## Question

One ZnO crystal is compressed and stretched with its shape held fixed, and its energy is computed with five density functionals. The equilibrium volume is where the energy is lowest. The bulk modulus $B$ is the resistance to a uniform change of volume at that point, and the bulk modulus slope $B'$ is the gain in $B$ per unit of applied pressure.

Plane-wave Kohn-Sham DFT with GPAW 26.7.0 for ZnO (P6_3mc, 4-atom cell), without spin polarisation, on a 6 × 6 × 3 k mesh with Fermi-Dirac smearing of 0.05 eV. The equilibrium values come from fits to energies at seven volumes, 0.94 to 1.06 times that of the given cell (11.90 Å³/atom), with cell shape and fractional coordinates fixed.

| functional | potentials | wave cutoff | equilibrium volume (Å³/atom) | equilibrium volume change (% of the given cell) | bulk modulus (GPa) | bulk modulus slope |
| --- | --- | --- | --- | --- | --- | --- |
| LDA | PAW-data-sets-made-by gpaw-setup-for-the-functional | 800 eV | 11.233 | -5.600 | 162.10 | 4.450 |
| PBE | SG15-ONCV-1.2 | 1100 eV | 12.313 | 3.470 | 123.10 | 6.280 |
| C09-vdW | GPAW-PAW-data-sets-(gpaw-data-1.2.1) | 800 eV | 12.028 | 1.080 | 140.20 | 4.230 |
| optB88-vdW | GPAW-PAW-data-sets-(gpaw-data-1.2.1) | 800 eV | 12.326 | 3.590 | 133.70 | 4.180 |
| vdW-DF-cx | GPAW-PAW-data-sets-(gpaw-data-1.2.1) | 800 eV | 12.126 | 1.900 | 136.90 | 4.230 |

(a) Why do the equilibrium volumes come in this order?

(b) Does the difference in volume alone account for the difference in stiffness?

(c) One row has a slope unlike the others. Can its volume and its bulk modulus be trusted? The LDA and PBE runs also gave the pressure at each volume.

## Model answer

**(a) The order of the volumes.** In every functional here except LDA, the exchange energy responds to the gradient of the electron density. When atoms move apart, the density between them thins out and varies more steeply relative to its own size. Gradient-dependent exchange lowers the energy of such regions, so it rewards expansion and acts as an outward pressure. LDA has no such term and gives the smallest cell. This is an argument from theory; the table shows only the resulting volumes.

The strength of the gradient term sorts the other rows. For weak gradients its coefficient is roughly 0.1 in C09-vdW and vdW-DF-cx and 0.2 in PBE and optB88-vdW (rough recalled values), and the second pair has the larger cells. The volumes don't grow in proportion, however: the step from LDA to the first pair is 7.5%, and the step from there to the second pair only 2.0%. The coefficient describes just the start of the exchange curve, and regions of steeper gradient count too. Nor does it settle the order within a pair: C09-vdW and vdW-DF-cx differ in volume by more than the noise of their fits, for a reason the table doesn't show, while PBE and optB88-vdW are too close to be ranked. Correlation also changes between functionals (the three vdW ones contain a nonlocal part that includes dispersion, although no separate dispersion correction was added), and LDA was run with its own potentials, so the table can't divide the large first step among these causes.

**(b) Volume and stiffness.** Picture two atoms joined by a spring that softens as it is stretched. A constant pull makes the spring longer and softer, along its own curve. Now push the atoms apart instead by a second repulsion that fades with distance. The spring again gets longer, but the repulsion resists compression and so brings some stiffness of its own. This two-atom picture gives the signs of the two effects, not their sizes in a crystal.

The crystal behaves like the second case. If a change of functional were a constant pull, all functionals would give the same stiffness at the same volume. At the common given cell, LDA has a modulus of only 125 GPa and optB88-vdW one of 155 GPa. The functionals that prefer larger cells are the stiffer ones there, with PBE read from its pressures and not ranked against optB88-vdW. At their own minima LDA is the stiffest instead, because the others have expanded and softened.

The competition can be written down in three steps. Let the change of functional add a small pressure $p$ that varies with volume as $V^{-q}$. Since $B=-V\,dP/dV$, where $P$ is the total pressure, this adds $qp$ to the modulus at fixed volume. The crystal then expands by the fraction $p/B$ until the pressure is relieved, which costs $B'p$ of the modulus. Dividing the relative change of $B$ by the expansion gives

$$\frac{d\ln B}{d\ln V}=q-B'.$$

A straight line through modulus against pressure at the given cell, fitted to the four rows other than PBE, gives $q\approx2.2$. The mean slope $B'$ of these rows is about 4.3, so the exponent should be near $-2.1$. The added repulsion thus wins back about half of the softening that expansion alone would cause. With a constant pull ($q=0$) on the LDA crystal, optB88-vdW would come out at 107 GPa, far below its computed 134 GPa.

**(c) The irregular row.** The PBE slope of 6.28 comes from noise in the energies, not from the crystal. A fit to uneven energies can trade a wrong slope against a wrong curvature at the minimum, and the bulk modulus is that curvature. The pressures of the same run vary smoothly and give an ordinary slope of 4.4 and a modulus of 131 GPa, instead of the tabulated 123 GPa. What makes the energies noisy isn't known.

The volume survives, since the PBE pressure passes through zero at 12.30 Å³/atom, close to the tabulated 12.313. The pressure method can itself be checked on LDA, whose minimum lies near the edge of the volumes computed. There it gives 162.4 GPa against 162.1 GPa from the energies.

The rule from (b) offers a second estimate. A power law of modulus against volume, fitted to the four rows other than PBE, has the exponent $-2.1$. Starting from LDA,

$$B_\text{PBE}\approx162.1\ \text{GPa}\times\left(\frac{12.313}{11.233}\right)^{-2.1}\approx134\ \text{GPa}.$$

PBE took no part in that fit. The estimate is about 2% above the value from the pressures and 9% above the tabulated one, so it sides with the pressures.

## Remarks on the reasoning

A weaker answer stops at "larger, therefore softer". That sentence describes the minima correctly but gives no size, and read as a slide along one functional's own curve it predicts much too strong a softening. The comparison at a common cell is the decisive step, because there the atoms sit in the same places and only the functional differs (for LDA and PBE also the potentials, and for PBE the wave cutoff as well).

The same comparison has a practical side. A computed modulus belongs to the volume at which it was evaluated. Someone who imposes a fixed lattice on this crystal, for instance to estimate stress, finds LDA the softest of the five functionals; someone who lets each functional choose its own volume finds it the stiffest.

The agreement between the exponent from $q-B'$ and the one fitted directly is a test of consistency only, since both draw on the same energy curves. It does show that algebra for small steps still works over a volume range of nearly 10%. LDA dominates the fit. The step from C09-vdW to optB88-vdW alone gives a similar exponent of $-1.9$, but this is weak support, since an error of 2 GPa in either modulus would shift it by about 0.6. C09-vdW and vdW-DF-cx lie too close together to fix a slope between them.

Differences of a few GPa deserve no explanation here. PBE, for example, remains about 3 GPa softer than optB88-vdW at nearly the same volume, but it uses other potentials and its modulus was read in another way. The k mesh is coarse and its convergence untested. All moduli hold for a crystal of fixed shape, and one free to relax could yield more easily. The fits and the comparison at the given cell are printed below.

Numerical output:

```
fit of lnB on 4 rows (bulk_modulus_slope < 5): constant 10.2 +/- 0.19, coefficient of lnV -2.115 +/- 0.079; rms 0.00394, worst vdW-DF-cx 0.00619, leave-one-out rms 0.0122
  rows outside the fit (model, value, miss): PBE 4.893, 4.874, 0.0194
fit of Bg on 4 rows (bulk_modulus_slope < 5): constant 143.2 +/- 0.37, coefficient of Pg 2.178 +/- 0.073; rms 0.523, worst vdW-DF-cx 0.837, leave-one-out rms 1.53
  rows outside the fit (model, value, miss): PBE 153.3, 151.8, 1.5
Stiffness at own minimum and at the common given cell, GPa:
         row  gradient coefficient  B own minimum  B if constant pull on LDA  pressure given cell  B given cell  B given cell raw energies
         LDA                     0          162.1                      162.1               -8.242         125.4                      124.8
         PBE                  0.22          130.8                      107.7                4.631         151.8                      167.6
     C09-vdW                  0.09          140.2                      119.6                1.539         146.7                      146.9
  optB88-vdW                  0.22          133.7                      107.2                5.071         154.9                      153.8
   vdW-DF-cx                  0.09          136.9                      115.3                2.686         148.3                      148.4
Volume step from LDA to mean of C09 and cx, %: 7.514
Volume step from there to mean of PBE and optB88, %: 2.008
PBE bulk modulus slope from its pressures: 4.413
LDA bulk modulus from its pressures as control, GPa: 162.4
PBE volume at zero pressure, A^3/atom: 12.3
PBE bulk modulus expected from the other four rows, GPa: 133.4
Exponent of B against V from C09 to optB88 alone: -1.94
Exponent expected from q less mean slope: -2.095
```
